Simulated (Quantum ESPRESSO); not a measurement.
# BaTiO3: phonons with revPBE

The system is BaTiO3.

```
Ba Ti O
1.0
     4.00600    0.00000    0.00000
     0.00000    4.00600    0.00000
     0.00000    0.00000    4.00600
Ba Ti O
1 1 3
Direct
  0.50000 0.50000 0.50000
  0.00000 0.00000 0.00000
  0.00000 0.00000 0.50000
  0.00000 0.50000 0.00000
  0.50000 0.00000 0.00000
```

* Program: Quantum ESPRESSO 7.5
* Task: phonons
* Functional: revPBE
* Potentials or basis: GBRV 1.5 PBE
* Cutoff: 612 eV
* Density cutoff: 4898 eV
* k mesh: 4 × 4 × 4, shifted
* Occupations: fermi-dirac, width 0.05 eV
* Spin: no spin polarisation
* Mixing beta: 0.5
* Most SCF iterations: 120
* SCF threshold: 1e-09 Ry

The relaxed volume is 13.29 Å³/atom. The relaxed cell is a = 4.050 Å, b = 4.050 Å, c = 4.050 Å, α = 90.00°, β = 90.00°, γ = 90.00°. The space group after relaxing (to 0.05 Å) is Pm-3m (No. 221) and the pressure after relaxing is 0.0 GPa. The electronic dielectric tensor (diagonal) is 6.44. The born charges (mean of the diagonal) is Ba +2.76; Ti +7.21; O -3.26 e and the highest phonon frequency at Γ, LO-TO splitting left out is 448 cm⁻¹. The most unstable mode is 255i cm⁻¹.

The path:
| step | energy change (eV) | largest force (eV/Å) | pressure (GPa) | volume (Å³) |
| --- | --- | --- | --- | --- |
| 1 | 0.0000 | 0.0000 | 5.41 | 64.29 |
| 2 | -0.0343 | 0.0000 | 0.85 | 66.08 |
| 3 | -0.0353 | 0.0000 | 0.05 | 66.42 |
| 4 | -0.0353 | 0.0000 | 0.00 | 66.44 |

Final structure:
```cif
data_structure
_symmetry_space_group_name_H-M 'P 1'
_symmetry_Int_Tables_number 1
_cell_length_a 4.0503
_cell_length_b 4.0503
_cell_length_c 4.0503
_cell_angle_alpha 90.000
_cell_angle_beta 90.000
_cell_angle_gamma 90.000
_cell_volume 66.44
loop_
_atom_site_label
_atom_site_type_symbol
_atom_site_fract_x
_atom_site_fract_y
_atom_site_fract_z
_atom_site_occupancy
Ba1 Ba 0.50000 0.50000 0.50000 1
Ti1 Ti 0.00000 0.00000 0.00000 1
O1 O 0.00000 0.00000 0.50000 1
O2 O 0.00000 0.50000 0.00000 1
O3 O 0.50000 0.00000 0.00000 1
```

Levels at points of the mesh, in eV from the valence-band top:
```csv
k point,band 17,band 18,band 19,band 20,band 21,band 22,band 23,band 24
"(0.12, 0.12, 0.12)",-0.89,-0.73,-0.31,-0.31,2.38,2.44,2.44,4.52
```

Phonon frequencies in cm⁻¹ (negative: imaginary):
| q point | frequencies |
| --- | --- |
| (0.000, 0.000, 0.000) | -255 -255 -255 -6 -6 -6 161 161 161 291 291 291 448 448 448 |

Electronic dielectric tensor:
```
6.44 0.00 0.00
0.00 6.44 0.00
0.00 0.00 6.44
```

Born effective charge tensors (e):
atom 1, Ba
```
2.76 0.00 0.00
0.00 2.76 0.00
0.00 0.00 2.76
```
atom 2, Ti
```
7.21 0.00 0.00
0.00 7.21 0.00
0.00 0.00 7.21
```
atom 3, O
```
-2.08  0.00  0.00
 0.00 -2.08  0.00
 0.00  0.00 -5.63
```
atom 4, O
```
-2.08  0.00  0.00
 0.00 -5.63  0.00
 0.00  0.00 -2.08
```
atom 5, O
```
-5.63  0.00  0.00
 0.00 -2.08  0.00
 0.00  0.00 -2.08
```

Optical modes at Γ, degenerate ones joined, polar ones without the macroscopic field:
```csv
cm⁻¹,components,symmetry,active in,"IR intensity, summed ((D/Å)²/amu)"
255i,3,T1u,IR,246.59
161,3,T1u,IR,8.50
291,3,T2u,silent,0.00
448,3,T1u,IR,0.57
```

Zone-centre frequencies without and with the macroscopic field along z (cm⁻¹):
|  | optical modes in rising order |
| --- | --- |
| without | 255i 255i 255i 161 161 161 291 291 291 448 448 448 |
| with the field | 255i 255i 149 161 161 291 291 291 446 448 448 605 |

Run time: 3.4 min on 4 MPI ranks on Arm Neoverse V1, on a shared host, peak memory 0.64 GiB a rank.

Caveat: the mesh is thin for the dielectric tensor, Born charges and intensities, which usually come out too large; the potentials were made for another functional, which shifts forces and pressure; some modes are imaginary; the Born charges break their sum rule by 0.18 e, a sign of too thin a mesh. The run has no spin-orbit coupling, so splittings on Ba are missing.
